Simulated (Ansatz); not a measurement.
# BeTe: the crystal squeezed far

Aim: compress BeTe (rocksalt type) step by step, far beyond the usual range, and follow pressure and electronic structure. Methods of the runs shown: PAW. Its runs: cell relaxed at zero pressure (PAW); volume scaled by 1 (PAW); volume scaled by 0.9 (PAW); volume scaled by 0.8 (PAW); volume scaled by 0.7 (PAW); volume scaled by 0.6 (PAW); volume scaled by 0.5 (PAW); volume scaled by 0.4 (PAW and PAW (cutoff 600 eV)).

Program: Ansatz 0.2.0. Level of theory: DFT, PBEsol, PAW with Ansatz's default frozen-core files, scalar-relativistic. These are calculated values, not measurements.

## (1) Starting point

Symmetry: Fm-3m, No. 225, cubic system. The conventional cell has a = 4.945 Å, b = 4.945 Å, c = 4.945 Å, α = 90.00°, β = 90.00°, γ = 90.00°. Around Be (site symmetry m-3m) lie 6 Te at 2.47 Å. Te (site symmetry m-3m) is surrounded by 6 Be at 2.47 Å.

Coordinates:

```cif
data_structure
_symmetry_space_group_name_H-M 'Fm-3m'
_symmetry_Int_Tables_number 225
_cell_length_a 4.9447
_cell_length_b 4.9447
_cell_length_c 4.9447
_cell_angle_alpha 90.000
_cell_angle_beta 90.000
_cell_angle_gamma 90.000
_cell_volume 120.90
loop_
_atom_site_label
_atom_site_type_symbol
_atom_site_symmetry_multiplicity
_atom_site_Wyckoff_symbol
_atom_site_fract_x
_atom_site_fract_y
_atom_site_fract_z
_atom_site_occupancy
Be1 Be 4 a 0.00000 0.00000 0.00000 1
Te1 Te 4 b 0.50000 0.00000 0.00000 1
```

The file gives the conventional cell by its symmetry; the runs use the cell typed in the input.

Whether this phase is the stable one at these pressures isn't tested.

Atoms are numbered in the order of the input: Be1, Te2.

## (2) Cell relaxed at zero pressure, PAW

input.yaml reads:

```yaml
crystal:
  lattice:
    - [0.0, 2.4723605563, 2.4723605563]
    - [2.4723605563, 0.0, 2.4723605563]
    - [2.4723605563, 2.4723605563, 0.0]
  atoms:
    - { symbol: Be, position: [0.0, 0.0, 0.0] }
    - { symbol: Te, position: [0.5, 0.5, 0.5] }
kpoints:
  mp_grid: { grid: [15, 15, 15] }
scf:
  occupations: { method: fermi_dirac, width: 0.08 }
hamiltonian:
  xc: pbesol
  pseudopotentials: { kind: paw }
output:
  forces: true
  stress: true
  write_density: true
  write_potential: true
  elf: true
  volumetric_format: npy
relax:
  f_tol: 0.005
  max_steps: 40
  cell: {}
```

On the command line:

```bash
$ ansatz run input.yaml --threads 1 --pin off --max-ram 2048MiB --backend cpu --events-out ev --progress --plain --runs-dir out
```

After this run come: Volume scaled by 1, PAW; Volume scaled by 0.9, PAW; Volume scaled by 0.8, PAW; Volume scaled by 0.7, PAW; Volume scaled by 0.6, PAW; Volume scaled by 0.5, PAW; Volume scaled by 0.4, PAW; Volume scaled by 0.4, PAW (cutoff 600 eV).

**Question.** What will these runs give? Wanted: PAW pressure at 0.4 of the volume; fitted bulk modulus at zero pressure.

As calculated:

```
                                         quantity      value
                PAW pressure at 0.4 of the volume  405.8 GPa
PAW (cutoff 600 eV) pressure at 0.4 of the volume  405.7 GPa
       fitted bulk modulus at zero pressure (PAW)     75 GPa
                          its pressure derivative       3.89
```

In words: At 0.4 of the starting volume PAW gives 406 GPa. One third-order Birch-Murnaghan curve follows these points (B₀ = 75 GPa, B′ = 3.89, misfit at most 0.48 GPa). A fit over so wide a range leans to the high pressures, so B₀ can be off by several per cent. No all-electron run checks these rows here, and frozen cores can fail under such compression. The ions are at rest, and the electrons smeared by 0.08 eV. Spin-orbit coupling is left out, though the cell holds Te; in elements this heavy it can shift bands and gaps by tenths of an eV.
